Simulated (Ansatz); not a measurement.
Consider the ligand exchange at the Si–O bond: `CC(=O)O[SiH](F)F` + H₂Se → `F[SiH](F)[SeH]` + `CC(=O)O`.

Computed with Ansatz on PBE0-D4/def2-TZVP structures; ΔE is electronic, products minus reactants. CCSD(T)/CBS is the MP2 limit (def2-TZVPP, def2-QZVPP) plus CCSD(T) − MP2 in def2-TZVPP, frozen cores. Functionals use def2-TZVPP. B3LYP here is the variant with VWN-RPA as its local correlation; programs differ in this. HSE06 is defined as in plane-wave codes. For Se outer-core shells are correlated without core-valence functions, which leaves a few kJ/mol of doubt a bond. Scalar relativity is left out up to krypton. One conformer a species, not always the lowest.

```json
{"level": "B3LYP-D4", "ΔE (kJ/mol)": "41.1", "difference from CCSD(T)/CBS": "-0.1"}
{"level": "r2SCANh-D4", "ΔE (kJ/mol)": "38.7", "difference from CCSD(T)/CBS": "-2.5"}
{"level": "HSE06-D4", "ΔE (kJ/mol)": "29.5", "difference from CCSD(T)/CBS": "-11.7"}
{"level": "CAM-B3LYP-D4", "ΔE (kJ/mol)": "46.6", "difference from CCSD(T)/CBS": "5.4"}
{"level": "B2PLYP", "ΔE (kJ/mol)": "42.0", "difference from CCSD(T)/CBS": "0.8"}
{"level": "PBE-QIDH", "ΔE (kJ/mol)": "36.8", "difference from CCSD(T)/CBS": "-4.4"}
{"level": "PBE0", "ΔE (kJ/mol)": "28.4", "difference from CCSD(T)/CBS": "-12.8"}
{"level": "HF/def2-SVP", "ΔE (kJ/mol)": "47.0", "difference from CCSD(T)/CBS": "5.8"}
{"level": "MP2/def2-TZVPP", "ΔE (kJ/mol)": "42.3", "difference from CCSD(T)/CBS": "1.1"}
{"level": "SCS-MP2/def2-TZVPP", "ΔE (kJ/mol)": "46.5", "difference from CCSD(T)/CBS": "5.3"}
{"level": "CCSD(T)/CBS", "ΔE (kJ/mol)": "41.2", "difference from CCSD(T)/CBS": "0"}
```

Largest T1 diagnostic among the species: 0.015.

Leaving LDA and LC-ωPBE aside and taking each functional with its dispersion term where it has one, the values, not all of them listed here, spread over 22.7 kJ/mol, from PBE-D4 to BHLYP-D4. LDA lies +7.8 kJ/mol from PBE without D4. From BLYP to BHLYP (50 % exact exchange), in def2-TZVPP and without D4, ΔE moves by +12.5 kJ/mol. In def2-TZVPP, CCSD(T) changes the Hartree–Fock value by −8.9 kJ/mol (the triples alone add −1.8 kJ/mol) and MP2 by −13.1 kJ/mol.

CCSD(T)/CBS has its own doubt, a few kJ/mol and more with outer-core shells, so smaller differences from it don't rank the levels.
